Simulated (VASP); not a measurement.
V:

```
V
1.0
     2.57339    0.00000    0.00000
    -1.28669    2.22862    0.00000
     0.00000    0.00000    4.64510
V
2
Direct
  0.33333 0.66667 0.25000
  0.66667 0.33333 0.75000
```

This isn't the form of V at room conditions, which is bcc.

Program: VASP 6.6.1. Alike in all runs: task single point; potentials or basis VASP PAW PBE potentials, release 64 (V_sv); no spin polarisation; cell as given; k mesh 18 × 18 × 10.

Order these runs on this cell by their pressure, lowest first.
A. level r2SCAN; cutoff (eV) 520; smearing gaussian 0.1 eV
B. level PBEsol; cutoff (eV) 700; smearing gaussian 0.1 eV
C. level PBEsol; cutoff (eV) 520; smearing gaussian 0.5 eV

B (-0.1 GPa), C (1.6 GPa), A (4.3 GPa).

Caveats: the PAW data sets were made with another functional, which shifts forces and pressure a little.
